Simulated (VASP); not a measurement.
# CdSe (Cadmoselite) (P6_3mc) in VASP: notebook

The runs below take CdSe (Cadmoselite) through single point, with r2SCAN, PBEsol, HSE06.

All numbers are computed with VASP 6.6.1; they aren't measurements. Logs are shortened: lines on timing, memory, paths and dates and some standing lists are left out, and cuts for length are marked.

**Experimental background.**

A printed reference work, data compilation reports, for a bulk crystal of CdSe at 2 K: band gap 1.841 eV.

The runs below are set against these values where they give the same quantity.

## Step 1: Starting point

The structure is hexagonal, space group P6_3mc (No. 186). Conventional cell: a = 4.300 Å, b = 4.300 Å, c = 7.020 Å, α = 90.00°, β = 90.00°, γ = 120.00°. Around Cd (site symmetry 3m) lie 4 Se at 2.61 to 2.70 Å. Se (site symmetry 3m) is surrounded by 4 Cd at 2.61 to 2.70 Å.

## Step 2: Single point, r2SCAN

File INCAR:

```
SYSTEM = CdSe
  PREC = Accurate
  ENCUT = 520
  EDIFF = 1E-6
  ISMEAR = -1
  SIGMA = 0.02
  LREAL = .False.
  LASPH = .True.
  NELM = 60
  ALGO = Normal
  ISIF = 2
  LWAVE = .False.
  LCHARG = .True.
  METAGGA = R2SCAN
  LMIXTAU = .True.
  LVHAR = .True.
  KPAR = 4
```

File KPOINTS:

```
Automatic mesh
0
Gamma
  6 6 3
  0 0 0
```

File POSCAR:

```
CdSe
1.0
    4.3000000000      0.0000000000      0.0000000000
   -2.1500000000      3.7239092363      0.0000000000
    0.0000000000      0.0000000000      7.0200000000
Cd Se
2 2
Direct
    0.3333333333      0.6666666667      0.0000000000
    0.6666666667      0.3333333333      0.5000000000
    0.3333333333      0.6666666667      0.3850000000
    0.6666666667      0.3333333333      0.8850000000
```

Potentials or basis: VASP PAW PBE potentials, release 64 (Cd, Se).

On the command line:

```
$ cat potpaw_PBE.64/Cd/POTCAR potpaw_PBE.64/Se/POTCAR > POTCAR
$ mpirun -np 4 vasp_std > vasp.out
```

OUTCAR:

```text
SYSTEM = CdSe
   PREC = Accurate
   ENCUT = 520
   EDIFF = 1E-6
   ISMEAR = -1
   LREAL = .False.
   LASPH = .True.
   NELM = 60
   ISIF = 2
   METAGGA = R2SCAN

 ion  position               nearest neighbor table
   1  0.333  0.667  0.000-   4 2.61   4 2.61   4 2.61   3 2.70
   2  0.667  0.333  0.500-   3 2.61   3 2.61   3 2.61   4 2.70
   3  0.333  0.667  0.385-   2 2.61   2 2.61   2 2.61   1 2.70
   4  0.667  0.333  0.885-   1 2.61   1 2.61   1 2.61   2 2.70

  LATTYP: Found a hexagonal cell.
 ALAT       =     4.3000000000
 C/A-ratio  =     1.6325581395

  Lattice vectors:

 A1 = (   4.3000000000,   0.0000000000,   0.0000000000)
 A2 = (  -2.1500000000,   3.7239092363,   0.0000000000)
 A3 = (   0.0000000000,   0.0000000000,   7.0200000000)

Analysis of symmetry for initial positions (statically):
=====================================================================
 Subroutine PRICEL returns:
 Original cell was already a primitive cell.

 Routine SETGRP: Setting up the symmetry group for a
 hexagonal supercell.

 Subroutine GETGRP returns: Found 12 space group operations
 (whereof  6 operations were pure point group operations)
 out of a pool of 24 trial point group operations.

The static configuration has the point symmetry C_3v.
 The point group associated with its full space group is C_6v.

Analysis of symmetry for dynamics (positions and initial velocities):
=====================================================================
 Subroutine PRICEL returns:
 Original cell was already a primitive cell.

 Routine SETGRP: Setting up the symmetry group for a
 hexagonal supercell.

 Subroutine GETGRP returns: Found 12 space group operations
 (whereof  6 operations were pure point group operations)
 out of a pool of 24 trial point group operations.

The dynamic configuration has the point symmetry C_3v.
 The point group associated with its full space group is C_6v.

 Subroutine INISYM returns: Found 12 space group operations
 (whereof  6 operations are pure point group operations),
 and found     1 'primitive' translations

----------------------------------------------------------------------------------------

                                     Primitive cell

  volume of cell :     112.4099

  direct lattice vectors                    reciprocal lattice vectors
     4.300000000  0.000000000  0.000000000     0.232558140  0.134267504  0.000000000
    -2.150000000  3.723909236  0.000000000     0.000000000  0.268535009  0.000000000
     0.000000000  0.000000000  7.020000000     0.000000000  0.000000000  0.142450142

  length of vectors
     4.300000000  4.300000000  7.020000000     0.268535009  0.268535009  0.142450142

  position of ions in fractional coordinates (direct lattice)
     0.333333333  0.666666667  0.000000000
     0.666666667  0.333333333  0.500000000
     0.333333333  0.666666667  0.385000000
     0.666666667  0.333333333  0.885000000

  ion indices of the primitive-cell ions
   primitive index   ion index
                 1           1
                 2           2
                 3           3
                 4           4

----------------------------------------------------------------------------------------

 KPOINTS: Automatic mesh

Automatic generation of k-mesh.
 Grid dimensions read from file:
 generate k-points for:    6    6    3

 Generating k-lattice:

  Cartesian coordinates                     Fractional coordinates (reciprocal lattice)
     0.038759690  0.022377917  0.000000000     0.166666667  0.000000000  0.000000000
     0.000000000  0.044755835  0.000000000     0.000000000  0.166666667  0.000000000
     0.000000000  0.000000000  0.047483381     0.000000000  0.000000000  0.333333333

  Length of vectors
     0.044755835  0.044755835  0.047483381

  Shift w.r.t. Gamma in fractional coordinates (k-lattice)
     0.000000000  0.000000000  0.000000000

 Subroutine IBZKPT returns following result:
 ===========================================

 Found     14 irreducible k-points:

 Following reciprocal coordinates:
            Coordinates               Weight
  0.000000  0.000000  0.000000      1.000000
  0.166667 -0.000000  0.000000      6.000000
  0.333333 -0.000000  0.000000      6.000000
  0.500000 -0.000000  0.000000      3.000000
  0.166667  0.166667  0.000000      6.000000
  0.333333  0.166667  0.000000     12.000000
  0.333333  0.333333  0.000000      2.000000
  0.000000  0.000000  0.333333      2.000000
  0.166667 -0.000000  0.333333     12.000000
  0.333333 -0.000000  0.333333     12.000000
  0.500000 -0.000000  0.333333      6.000000
  0.166667  0.166667  0.333333     12.000000
  0.333333  0.166667  0.333333     24.000000
  0.333333  0.333333  0.333333      4.000000
   k-points           NKPTS =     14   k-points in BZ     NKDIM =     14   number of bands    NBANDS=     22
   number of dos      NEDOS =    301   number of ions     NIONS =      4
   total plane-waves  NPLWV =  55296
   dimension x,y,z NGX =    32 NGY =   32 NGZ =   54
   dimension x,y,z NGXF=    64 NGYF=   64 NGZF=  108
   ions per type =               2   2
   NGX,Y,Z   is equivalent  to a cutoff of  12.37, 12.37, 12.79 a.u.
   NGXF,Y,Z  is equivalent  to a cutoff of  24.74, 24.74, 25.58 a.u.
 SYSTEM =  CdSe
   PREC   = accura    normal or accurate (medium, high low for compatibility)
   ISTART =      0    job   : 0-new  1-cont  2-samecut
   ICHARG =      2    charge: 1-file 2-atom 10-const
   ISPIN  =      1    spin polarized calculation?
   LNONCOLLINEAR =      F non collinear calculations
   LSORBIT =      F    spin-orbit coupling
   LASPH  =      T    aspherical Exc in radial PAW
   ENCUT  =  520.0 eV  38.22 Ry    6.18 a.u.   8.00  8.00 13.05*2*pi/ulx,y,z
   NELM   =     60;   NELMIN=  2; NELMDL= -5     # of ELM steps
   EDIFF  = 0.1E-05   stopping-criterion for ELM
   LREAL  =      F    real-space projection
   EDIFFG = 0.1E-04   stopping-criterion for IOM
   NSW    =      0    number of steps for IOM
   IBRION =     -1    ionic relax: 0-MD 1-quasi-New 2-CG
   NFREE  =      0    steps in history (QN), initial steepest desc. (CG)
   ISIF   =      2    stress and relaxation
   ISYM   =      2    0-nonsym 1-usesym 2-fastsym
   POTIM  = 0.5000    time-step for ionic-motion
   TEBEG  =    0.0;   TEEND  =   0.0 temperature during run
   PSTRESS=    0.0 pullay stress
   NELECT =      36.0000    total number of electrons
   NUPDOWN=      -1.0000    fix difference up-down
   EMIN   =  10.00;   EMAX   =-10.00  energy-range for DOS
   EFERMI =   0.00;   METHOD = LEGACY
   ISMEAR =    -1;   SIGMA  =   0.02  broadening in eV -4-tet -1-fermi 0-gaus
   EFERMI_NEDOS =   21; number of points for ismear=-14 and -15
   IALGO  =     38    algorithm
   IMIX   =      4    mixing-type and parameters
     AMIX     =   0.40;   BMIX     =  1.00
     AMIX_MAG =   1.60;   BMIX_MAG =  1.00
  volume/ion in A,a.u.               =      28.10       189.64
  Fermi-wavevector in a.u.,A,eV,Ry     =   1.120059  2.116604 17.068937  1.254531
  Thomas-Fermi vector in A             =   2.256702
   LORBIT       =      0    0 simple, 1 ext, 2 COOP (PROOUT), +10 PAW based schemes
   METAGGA = R2SCAN    functional components
   LHFCALC =     F    Hartree Fock is set to
   AEXX    =    0.0000 exact exchange contribution
   IVDW    =     0    specifies the selected vdW correction
   LEPSILON=     F    determine dielectric tensor
   LRPA    =     F    only Hartree local field effects (RPA)
 non-spin polarized calculation
  energy-cutoff  :      520.00
  volume of cell :      112.41
 maximum number of plane-waves:      3045
 NGX is ok and might be reduce to    32
   NGX = 15   NGY = 15   NGZ = 27

 number of electron      35.9999998 magnetization

 Free energy of the ion-electron system (eV)
  ---------------------------------------------------
  ext. energy  EPLUGINS =         0.00000000
  ---------------------------------------------------
  free energy    TOTEN  =       -71.78925996 eV

  energy without entropy =      -71.78925996  energy(sigma->0) =      -71.78925996

 E-fermi :   1.0467     XC(G=0):  -9.4235

 val. band max:        0.6407000599   @ k =   0.0000   0.0000   0.0000
 cond. band min:       1.8273740192   @ k =   0.0000   0.0000   0.0000
 fundamental gap:      1.1866739593
 Fermi energy:         1.0467476381

 k-point     1 :       0.0000    0.0000    0.0000
  band No.  band energies     occupation
      1     -12.3817      2.00000
      2     -12.0078      2.00000
      3      -7.5283      2.00000
      4      -7.5283      2.00000
      5      -7.4675      2.00000
      6      -7.4675      2.00000
[... 14 lines left out ...]
     21       7.0322      0.00000
     22       7.0322      0.00000

 k-point     2 :       0.1667   -0.0000    0.0000
  band No.  band energies     occupation
      1     -12.2956      2.00000
      2     -11.9668      2.00000
      3      -7.4922      2.00000
      4      -7.4764      2.00000
      5      -7.4247      2.00000
      6      -7.4215      2.00000
[... 14 lines left out ...]
     21       6.3556      0.00000
     22       7.3490      0.00000

 k-point     3 :       0.3333   -0.0000    0.0000
  band No.  band energies     occupation
      1     -12.1088      2.00000
      2     -11.8967      2.00000
      3      -7.4301      2.00000
      4      -7.4207      2.00000
      5      -7.3291      2.00000
      6      -7.2957      2.00000
[... 14 lines left out ...]
     21       6.1062      0.00000
     22       6.9436      0.00000
[... 226 lines left out ...]
 k-point    13 :       0.3333    0.1667    0.3333
  band No.  band energies     occupation
      1     -11.9638      2.00000
      2     -11.9032      2.00000
      3      -7.3876      2.00000
      4      -7.3675      2.00000
      5      -7.3186      2.00000
      6      -7.3108      2.00000
[... 14 lines left out ...]
     21       6.1163      0.00000
     22       6.5740      0.00000

 k-point    14 :       0.3333    0.3333    0.3333
  band No.  band energies     occupation
      1     -11.9017      2.00000
      2     -11.9017      2.00000
      3      -7.3832      2.00000
      4      -7.3180      2.00000
      5      -7.3180      2.00000
      6      -7.2997      2.00000
[... 14 lines left out ...]
     21       6.0851      0.00000
     22       7.4519      0.00000

------------------------ aborting loop because EDIFF is reached ----------------------------------------

  FORCE on cell =-STRESS in cart. coord.  units (eV):
  Direction    XX          YY          ZZ          XY          YZ          ZX
  --------------------------------------------------------------------------------------
  -------------------------------------------------------------------------------------
  Total        1.7955117      1.7955117      0.3151080      0.0000000     -0.0000000      0.0000000
  in kB       25.5914071     25.5914071      4.4912310      0.0000000     -0.0000000      0.0000000
  external PRESSURE =      18.5580150 kB  Pullay stress =       0.0000000 kB

 VOLUME and BASIS-vectors are now :
 -----------------------------------------------------------------------------
  energy-cutoff  :      520.00
  volume of cell :      112.41
      direct lattice vectors                 reciprocal lattice vectors
     4.300000000  0.000000000  0.000000000     0.232558140  0.134267504  0.000000000
    -2.150000000  3.723909236  0.000000000     0.000000000  0.268535009  0.000000000
     0.000000000  0.000000000  7.020000000     0.000000000  0.000000000  0.142450142

 POSITION                                       TOTAL-FORCE (eV/Angst)
 -----------------------------------------------------------------------------------
     -0.00000      2.48261      0.00000         0.000000      0.000000      0.286826
      2.15000      1.24130      3.51000        -0.000000      0.000000      0.286826
     -0.00000      2.48261      2.70270         0.000000     -0.000000     -0.286826
      2.15000      1.24130      6.21270         0.000000      0.000000     -0.286826
 -----------------------------------------------------------------------------------
    total drift:                               -0.000000     -0.000000      0.002871

  FREE ENERGIE OF THE ION-ELECTRON SYSTEM (eV)
  ---------------------------------------------------
  free  energy   TOTEN  =       -71.7892599636 eV

  energy  without entropy=      -71.7892599636  energy(sigma->0) =      -71.78925996
```

Wall time 76 s (4 MPI ranks of AMD EPYC 7R13 (Zen 3), shared host); peak memory 0.24 GiB.

Results:

* Free energy: -71.7893 eV
* Pressure: 1.9 GPa
* Largest force: 0.287 eV/Å
* Band gap on the k mesh: 1.19 eV, direct

Forces on the atoms (eV/Å):
```
Cd   0.000  0.000  0.287
Cd   0.000  0.000  0.287
Se   0.000  0.000 -0.287
Se   0.000  0.000 -0.287
```

Levels at points of the mesh, in eV from the valence-band top:
| k point | band 14 | band 15 | band 16 | band 17 | band 18 | band 19 | band 20 | band 21 | band 22 |
| --- | --- | --- | --- | --- | --- | --- | --- | --- | --- |
| (0.00, 0.00, 0.00) | -0.73 | -0.73 | -0.01 | 0.00 | 0.00 | 1.19 | 2.59 | 6.39 | 6.39 |
| (0.50, 0.00, 0.00) | -3.72 | -2.60 | -1.89 | -1.25 | -0.84 | 3.68 | 3.70 | 5.12 | 6.66 |

Caveat: the PAW data sets were made with another functional, which shifts forces and pressure a little.

## Step 3: Single point, PBEsol, spin-orbit coupling, no magnetisation

Edit INCAR of step 2 so:

```diff
@@ -13,4 +13,8 @@
   LCHARG = .True.
-  METAGGA = R2SCAN
-  LMIXTAU = .True.
+  LNONCOLLINEAR = .True.
+  MAGMOM = 0 0 0 0 0 0 0 0 0 0 0 0
+  LORBIT = 11
+  LSORBIT = .True.
+  GGA_COMPAT = .False.
+  GGA = PS
   LVHAR = .True.
```

KPOINTS is that of step 2.

POSCAR is that of step 2.

Potentials or basis: VASP PAW PBE potentials, release 64 (Cd, Se).

On the command line:

```
$ cat potpaw_PBE.64/Cd/POTCAR potpaw_PBE.64/Se/POTCAR > POTCAR
$ mpirun -np 4 vasp_ncl > vasp.out
```

Wall time 86 s (4 MPI ranks of AMD EPYC 7R13 (Zen 3), shared host); peak memory 0.54 GiB.

Results (log left out):

```yaml
Free_energy: -12.4228 eV
Pressure: 0.5 GPa
Largest_force: 0.275 eV/Å
Valence_electrons_inside_the_program's_atomic_spheres: Cd 10.32; Se 3.85
```

Forces on the atoms (eV/Å):
```
Cd   0.000  0.000  0.275
Cd   0.000  0.000  0.275
Se   0.000  0.000 -0.275
Se   0.000  0.000 -0.275
```

Stress tensor (GPa, compression positive):
```
 1.12  0.00  0.00
 0.00  1.12  0.00
 0.00  0.00 -0.77
```

Caveat: the PAW data sets were made with another functional, which shifts forces and pressure a little.

[end of part 1 of 2]
